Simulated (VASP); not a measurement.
# Ag (Im-3m) in VASP: further runs, part 2 of 2

VASP 6.6.1.

### Step 5. Single point, PBEsol

Contents of INCAR:

```
  PREC = Accurate
  ENCUT = 900
  EDIFF = 1E-6
  ISMEAR = 0
  SIGMA = 0.1
  LREAL = False
  LASPH = True
  NELM = 100
  ALGO = Fast
  ISIF = 2
  LWAVE = False
  LCHARG = False
  GGA = PS
```

Contents of KPOINTS:

```
Automatic mesh
0
Gamma
  18 18 18
```

Contents of POSCAR:

```
Ag
1.0
   -1.6115900000      1.6115900000      1.6115900000
    1.6115900000     -1.6115900000      1.6115900000
    1.6115900000      1.6115900000     -1.6115900000
Ag
1
Direct
    0.0000000000      0.0000000000      0.0000000000
```

Potentials or basis: VASP PAW PBE potentials, release 64 (Ag).

On the command line:

```sh
$ cat potpaw_PBE.64/Ag/POTCAR > POTCAR
$ mpirun -np 1 vasp_std > vasp.out
```

OUTCAR:

```text
PREC = Accurate
   ENCUT = 900
   EDIFF = 1E-6
   ISMEAR = 0
   LREAL = False
   LASPH = True
   NELM = 100
   ISIF = 2
   GGA = PS

 ion  position               nearest neighbor table
   1  0.000  0.000  0.000-

  LATTYP: Found a body centered cubic cell.
 ALAT       =     3.2231800000

  Lattice vectors:

 A1 = (  -1.6115900000,   1.6115900000,   1.6115900000)
 A2 = (   1.6115900000,  -1.6115900000,   1.6115900000)
 A3 = (   1.6115900000,   1.6115900000,  -1.6115900000)

Analysis of symmetry for initial positions (statically):
=====================================================================
 Subroutine PRICEL returns:
 Original cell was already a primitive cell.

 Routine SETGRP: Setting up the symmetry group for a
 body centered cubic supercell.

 Subroutine GETGRP returns: Found 48 space group operations
 (whereof 48 operations were pure point group operations)
 out of a pool of 48 trial point group operations.

The static configuration has the point symmetry O_h .

Analysis of symmetry for dynamics (positions and initial velocities):
=====================================================================
 Subroutine PRICEL returns:
 Original cell was already a primitive cell.

 Routine SETGRP: Setting up the symmetry group for a
 body centered cubic supercell.

 Subroutine GETGRP returns: Found 48 space group operations
 (whereof 48 operations were pure point group operations)
 out of a pool of 48 trial point group operations.

The dynamic configuration has the point symmetry O_h .

 Subroutine INISYM returns: Found 48 space group operations
 (whereof 48 operations are pure point group operations),
 and found     1 'primitive' translations

----------------------------------------------------------------------------------------

                                     Primitive cell

  volume of cell :      16.7426

  direct lattice vectors                    reciprocal lattice vectors
    -1.611590000  1.611590000  1.611590000     0.000000000  0.310252608  0.310252608
     1.611590000 -1.611590000  1.611590000     0.310252608  0.000000000  0.310252608
     1.611590000  1.611590000 -1.611590000     0.310252608  0.310252608  0.000000000

  length of vectors
     2.791355761  2.791355761  2.791355761     0.438763446  0.438763446  0.438763446

  position of ions in fractional coordinates (direct lattice)
     0.000000000  0.000000000  0.000000000

  ion indices of the primitive-cell ions
   primitive index   ion index
                 1           1

----------------------------------------------------------------------------------------

 KPOINTS: Automatic mesh

Automatic generation of k-mesh.
 Grid dimensions read from file:
 generate k-points for:   18   18   18

 Generating k-lattice:

  Cartesian coordinates                     Fractional coordinates (reciprocal lattice)
     0.000000000  0.017236256  0.017236256     0.055555556  0.000000000  0.000000000
     0.017236256  0.000000000  0.017236256     0.000000000  0.055555556  0.000000000
     0.017236256  0.017236256  0.000000000     0.000000000  0.000000000  0.055555556

  Length of vectors
     0.024375747  0.024375747  0.024375747

  Shift w.r.t. Gamma in fractional coordinates (k-lattice)
     0.000000000  0.000000000  0.000000000

 Subroutine IBZKPT returns following result:
 ===========================================

 Found    195 irreducible k-points:

 Following reciprocal coordinates:
            Coordinates               Weight
  0.000000  0.000000  0.000000      1.000000
  0.055556  0.000000  0.000000     12.000000
  0.111111  0.000000  0.000000     12.000000
  0.166667  0.000000  0.000000     12.000000
  0.222222  0.000000  0.000000     12.000000
  0.277778  0.000000  0.000000     12.000000
[... 16 lines left out ...]
  0.333333  0.111111 -0.000000     48.000000
  0.388889  0.111111 -0.000000     48.000000
 [... further k-points ...]
   k-points           NKPTS =    195   k-points in BZ     NKDIM =    195   number of bands    NBANDS=      9
   number of dos      NEDOS =    301   number of ions     NIONS =      1
   total plane-waves  NPLWV =  21952
   dimension x,y,z NGX =    28 NGY =   28 NGZ =   28
   dimension x,y,z NGXF=    56 NGYF=   56 NGZF=   56
   ions per type =               1
   NGX,Y,Z   is equivalent  to a cutoff of  16.68, 16.68, 16.68 a.u.
   NGXF,Y,Z  is equivalent  to a cutoff of  33.35, 33.35, 33.35 a.u.
 SYSTEM =  unknown system
   PREC   = accura    normal or accurate (medium, high low for compatibility)
   ISTART =      0    job   : 0-new  1-cont  2-samecut
   ICHARG =      2    charge: 1-file 2-atom 10-const
   ISPIN  =      1    spin polarized calculation?
   LNONCOLLINEAR =      F non collinear calculations
   LSORBIT =      F    spin-orbit coupling
   LASPH  =      T    aspherical Exc in radial PAW
   ENCUT  =  900.0 eV  66.15 Ry    8.13 a.u.   6.83  6.83  6.83*2*pi/ulx,y,z
   NELM   =    100;   NELMIN=  2; NELMDL= -5     # of ELM steps
   EDIFF  = 0.1E-05   stopping-criterion for ELM
   LREAL  =      F    real-space projection
   EDIFFG = 0.1E-04   stopping-criterion for IOM
   NSW    =      0    number of steps for IOM
   IBRION =     -1    ionic relax: 0-MD 1-quasi-New 2-CG
   NFREE  =      0    steps in history (QN), initial steepest desc. (CG)
   ISIF   =      2    stress and relaxation
   ISYM   =      2    0-nonsym 1-usesym 2-fastsym
   POTIM  = 0.5000    time-step for ionic-motion
   TEBEG  =    0.0;   TEEND  =   0.0 temperature during run
   PSTRESS=    0.0 pullay stress
   NELECT =      11.0000    total number of electrons
   NUPDOWN=      -1.0000    fix difference up-down
   EMIN   =  10.00;   EMAX   =-10.00  energy-range for DOS
   EFERMI =   0.00;   METHOD = LEGACY
   ISMEAR =     0;   SIGMA  =   0.10  broadening in eV -4-tet -1-fermi 0-gaus
   EFERMI_NEDOS =   21; number of points for ismear=-14 and -15
   IALGO  =     68    algorithm
   IMIX   =      4    mixing-type and parameters
     AMIX     =   0.40;   BMIX     =  1.00
     AMIX_MAG =   1.60;   BMIX_MAG =  1.00
  volume/ion in A,a.u.               =      16.74       112.98
  Fermi-wavevector in a.u.,A,eV,Ry     =   1.423195  2.689449 27.558394  2.025485
  Thomas-Fermi vector in A             =   2.543819
   LORBIT       =      0    0 simple, 1 ext, 2 COOP (PROOUT), +10 PAW based schemes
   GGA     = PS    functional components
   LHFCALC =     F    Hartree Fock is set to
   AEXX    =    0.0000 exact exchange contribution
   IVDW    =     0    specifies the selected vdW correction
   LEPSILON=     F    determine dielectric tensor
   LRPA    =     F    only Hartree local field effects (RPA)
 non-spin polarized calculation
 RMM-DIIS sequential band-by-band and
 Gauss-broadening in eV      SIGMA  =   0.10
  energy-cutoff  :      900.00
  volume of cell :       16.74
 maximum number of plane-waves:      1055
   NGX = 13   NGY = 13   NGZ = 13

 number of electron      10.9999999 magnetization

 Free energy of the ion-electron system (eV)
  ---------------------------------------------------
  ext. energy  EPLUGINS =         0.00000000
  ---------------------------------------------------
  free energy    TOTEN  =        -3.26724848 eV

  energy without entropy =       -3.26425238  energy(sigma->0) =       -3.26575043

 E-fermi :   8.4845     XC(G=0): -12.5212

 val. band max:        8.4668119176   @ k =  -0.3889   0.4444   0.1111
 cond. band min:       8.4942394145   @ k =   0.2778   0.1667   0.0556
 fundamental gap:      0.0274274969
 Fermi energy:         8.4845029636

 k-point     1 :       0.0000    0.0000    0.0000
  band No.  band energies     occupation
      1       0.5286      2.00000
      2       3.5282      2.00000
      3       3.5282      2.00000
      4       3.5282      2.00000
      5       4.9188      2.00000
      6       4.9188      2.00000
      7      26.4983      0.00000
      8      26.4983      0.00000
      9      26.4983      0.00000
[... 265 lines left out ...]
 k-point    24 :       0.3889    0.1111   -0.0000
  band No.  band energies     occupation
      1       2.1794      2.00000
      2       2.8021      2.00000
      3       4.7278      2.00000
      4       4.8527      2.00000
      5       5.4889      2.00000
      6       8.5788      0.18255
      7      13.6578      0.00000
      8      20.6155      0.00000
      9      22.7500      0.00000

 [... further k-points ...]

------------------------ aborting loop because EDIFF is reached ----------------------------------------

  FORCE on cell =-STRESS in cart. coord.  units (eV):
  Direction    XX          YY          ZZ          XY          YZ          ZX
  --------------------------------------------------------------------------------------
  -------------------------------------------------------------------------------------
  Total        0.0219525      0.0219525      0.0219525      0.0000000     -0.0000000      0.0000000
  in kB        2.1007377      2.1007377      2.1007377      0.0000000     -0.0000000      0.0000000
  external PRESSURE =       2.1007377 kB  Pullay stress =       0.0000000 kB

 VOLUME and BASIS-vectors are now :
 -----------------------------------------------------------------------------
  energy-cutoff  :      900.00
  volume of cell :       16.74
      direct lattice vectors                 reciprocal lattice vectors
    -1.611590000  1.611590000  1.611590000     0.000000000  0.310252608  0.310252608
     1.611590000 -1.611590000  1.611590000     0.310252608  0.000000000  0.310252608
     1.611590000  1.611590000 -1.611590000     0.310252608  0.310252608  0.000000000

 POSITION                                       TOTAL-FORCE (eV/Angst)
 -----------------------------------------------------------------------------------
      0.00000      0.00000      0.00000        -0.000000      0.000000     -0.000000
 -----------------------------------------------------------------------------------
    total drift:                               -0.000000     -0.000000     -0.000000

  FREE ENERGIE OF THE ION-ELECTRON SYSTEM (eV)
  ---------------------------------------------------
  free  energy   TOTEN  =        -3.2672484805 eV

  energy  without entropy=       -3.2642523849  energy(sigma->0) =       -3.26575043
```

OSZICAR:

```text
N       E                     dE             d eps       ncg     rms          rms(c)
DAV:   1     0.618606365639E+02    0.61861E+02   -0.79121E+03  3518   0.173E+03
DAV:   2    -0.308282957699E+01   -0.64943E+02   -0.62095E+02  3574   0.257E+02
DAV:   3    -0.362459348144E+01   -0.54176E+00   -0.54142E+00  3958   0.288E+01
DAV:   4    -0.362586503432E+01   -0.12716E-02   -0.12715E-02  3792   0.129E+00
DAV:   5    -0.362587387718E+01   -0.88429E-05   -0.88429E-05  3796   0.104E-01    0.579E+00
RMM:   6    -0.328112818124E+01    0.34475E+00   -0.81327E-01  3525   0.103E+01    0.345E+00
RMM:   7    -0.327143251978E+01    0.96957E-02   -0.13833E-02  3619   0.164E+00    0.201E+00
RMM:   8    -0.326727157665E+01    0.41609E-02   -0.13030E-03  3684   0.495E-01    0.193E-01
RMM:   9    -0.326725099375E+01    0.20583E-04   -0.26671E-04  3797   0.188E-01    0.642E-02
RMM:  10    -0.326724807816E+01    0.29156E-05   -0.34538E-05  3800   0.657E-02    0.210E-02
RMM:  11    -0.326724848054E+01   -0.40238E-06   -0.85196E-06  3127   0.254E-02
   1 F= -.32672485E+01 E0= -.32657504E+01  d E =-.299610E-02
```

stdout:

```text
POSCAR found type information on POSCAR Ag
 POSCAR found :  1 types and       1 ions
 scaLAPACK will be used
 -----------------------------------------------------------------------------
|                                                                             |
|                                                                             |
|     You enforced a specific xc type in the INCAR file but a different       |
|     I HOPE YOU KNOW WHAT YOU ARE DOING!                                     |
|                                                                             |
 -----------------------------------------------------------------------------

 LDA part: xc-table for (Slater+PW92), standard interpolation
 POSCAR, INCAR and KPOINTS ok, starting setup
 FFT: planning ... GRIDC
 FFT: planning ... GRID_SOFT
 FFT: planning ... GRID
 WAVECAR not read
 entering main loop
```

Run time: 26 s. Hardware: 1 thread of Intel Xeon Platinum 8488C (Sapphire Rapids), shared host; peak memory 0.21 GiB.

What came out:

- Free energy: -3.2672 eV
- Pressure: 0.2 GPa
- Band gap on the k mesh: none (metal or under the smearing width)

Caveat: the PAW data sets were made with another functional, which shifts forces and pressure a little.

### Step 6. Single point, r2SCAN

Contents of INCAR:

```
  PREC = Accurate
  ENCUT = 520
  EDIFF = 1E-6
  ISMEAR = 0
  SIGMA = 0.1
  LREAL = False
  LASPH = True
  NELM = 100
  ALGO = Normal
  ISIF = 2
  LWAVE = False
  LCHARG = False
  METAGGA = R2SCAN
  LMIXTAU = True
```

KPOINTS is that of step 5.

POSCAR is that of step 5.

Potentials or basis: VASP PAW PBE potentials, release 64 (Ag).

On the command line:

```sh
$ cat potpaw_PBE.64/Ag/POTCAR > POTCAR
$ mpirun -np 1 vasp_std > vasp.out
```

It took 66 s on 1 thread of Intel Xeon Platinum 8488C (Sapphire Rapids), shared host; peak memory 0.16 GiB.

Results (log left out):

| Property | Result |
| --- | --- |
| Free energy | -21.3096 eV |
| Pressure | 4.8 GPa |
| Band gap on the k mesh | none (metal or under the smearing width) |

Levels at points of the mesh, in eV from the Fermi level:
| k point | band 2 | band 3 | band 4 | band 5 | band 6 | band 7 | band 8 | band 9 |
| --- | --- | --- | --- | --- | --- | --- | --- | --- |
| (0.00, 0.00, 0.00) | -5.35 | -5.35 | -5.35 | -3.95 | -3.95 | 18.78 | 18.78 | 18.78 |
| (0.50, 0.00, 0.00) | -6.18 | -4.01 | -3.83 | -2.87 | -0.06 | 4.39 | 13.97 | 15.29 |
| (0.50, 0.50, 0.50) | -6.88 | -3.13 | -3.13 | -3.13 | 7.29 | 7.29 | 7.29 | 13.61 |

Caveat: the PAW data sets were made with another functional, which shifts forces and pressure a little.

### Step 7. Overview

| level | k mesh | cutoff (eV) | smearing | further INCAR settings | gap on the mesh (eV) | pressure (GPa) |
| --- | --- | --- | --- | --- | --- | --- |
| PBEsol | 18 × 18 × 18 | 700 | gaussian 0.1 eV | ALGO = Fast; EDIFF = 1e-06 | none | 0.2 |
| PBEsol | 28 × 28 × 28 | 520 | gaussian 0.1 eV | ALGO = Fast; EDIFF = 1e-06 | none | 0.1 |
| PBEsol | 18 × 18 × 18 | 520 | gaussian 0.5 eV | ALGO = Fast; EDIFF = 1e-06 | none | 0.2 |
| PBEsol | 18 × 18 × 18 | 900 | gaussian 0.1 eV | ALGO = Fast; EDIFF = 1e-06 | none | 0.2 |
| r2SCAN | 18 × 18 × 18 | 520 | gaussian 0.1 eV | ALGO = Normal; EDIFF = 1e-06 | none | 4.8 |

Alike in all rows: task single point; potentials or basis VASP PAW PBE potentials, release 64 (Ag); no spin polarisation; cell as given.

Every run on the cell as given and a fine mesh finds a metal. The pressure there spans 0.1 GPa (PBEsol) to 4.8 GPa (r2SCAN); a positive pressure means that this level wants a larger cell, a negative one a smaller.

Caveats: the PAW data sets were made with another functional, which shifts forces and pressure a little.

Absolute energies hang on the potentials; compare differences alone.
